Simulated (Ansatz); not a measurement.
# All-electron card of Rb

```
CELL_PARAMETERS angstrom
4.62467 0.00000 0.00000
0.00000 4.62467 0.00000
0.00000 0.00000 4.62467
ATOMIC_POSITIONS crystal
Rb 0.00000 0.00000 0.00000
```

The cell was built from the sc type and relaxed in the same program, and has space group Pm-3m; it needn't be a known or the stable phase.

The calculation used DFT, PBE, all-electron LAPW, scalar-relativistic (Ansatz 0.2.0).

Sampling and basis: a Γ-centred 10×10×10 k mesh, Fermi–Dirac smearing of 0.08 eV, basis error target 0.5 meV/atom, no spin polarisation.

```yaml
Band_gap: "none: with an odd electron count and no spin polarisation the bands can't all be full, a metal in this set-up (spin order or a larger cell could open a gap)"
Density_of_states_at_the_Fermi_level_0.2_eV_bin: 0.90 states/eV per cell
Volume_per_atom: 98.91 Å³
Pressure_at_this_cell: 0.00 GPa
```
